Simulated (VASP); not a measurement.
Set up this calculation in VASP 6.6.1, as the native input.

```
Task                   : relaxation of cell and atoms
Functional             : PBEsol
Potentials or basis    : VASP PAW PBE potentials, release 64 (Mo_sv, S)
Cutoff                 : 600 eV
k mesh                 : 8 × 8 × 8
Occupations            : fermi-dirac, width 0.05 eV
Spin                   : no spin polarisation
Ladder                 : gaps
Further INCAR settings : ALGO = Fast; EDIFF = 1e-06; IBRION = 2; EDIFFG = -0.005; NSW = 60; ISIF = 3
```

The structure of MoS2 lies in POSCAR:

```
MoS2
1.0
    1.5855000000      0.9153888518      6.1149966667
   -1.5855000000      0.9153888518      6.1149966667
    0.0000000000     -1.8307777036      6.1149966667
Mo S
1 2
Direct
    0.0000000000      0.0000000000      0.0000000000
    0.2500000000      0.2500000000      0.2500000000
    0.7500000000      0.7500000000      0.7500000000
```

Measurements of this composition are mostly on another form, of space group No. 194.

These files were run (other wordings do the same):

INCAR

```
SYSTEM = MoS2
PREC = Accurate
ENCUT = 600
EDIFF = 1E-6
ISMEAR = -1
SIGMA = 0.05
LREAL = .False.
LASPH = .True.
NELM = 60
ALGO = Fast
ISIF = 3
LWAVE = .False.
LCHARG = .False.
GGA = PS
IBRION = 2
NSW = 60
EDIFFG = -0.005
```

KPOINTS

```
regular mesh
0
Gamma
  8 8 8
  0 0 0
```

Potentials or basis: VASP PAW PBE potentials, release 64 (Mo_sv, S).

Launch:

```sh
$ cat potpaw_PBE.64/Mo_sv/POTCAR potpaw_PBE.64/S/POTCAR > POTCAR
$ mpirun -np 1 vasp_std > vasp.out
```

Results of the run:

| Item | Value |
| --- | --- |
| Relaxed volume | 17.12 Å³/atom |
| Relaxed cell | a = 6.338 Å, b = 6.338 Å, c = 6.338 Å, α = 28.54°, β = 28.54°, γ = 28.54° |
| Space group after relaxing (to 0.05 Å) | R-3m (No. 166) |
| Energy gained by relaxing | 15.5 meV/atom |
| Ionic steps | 31 |
| Pressure after relaxing | 0.0 GPa |
| Largest force after relaxing | 0.004 eV/Å |
| Band gap on the k mesh | none (metal or under the smearing width) |

Caveat: the PAW data sets were made with another functional, which shifts forces and pressure a little.

It took 35 min on 1 thread of Intel(R) Xeon(R) 6975P-C (Granite Rapids), on a shared host, peak memory 0.46 GiB.
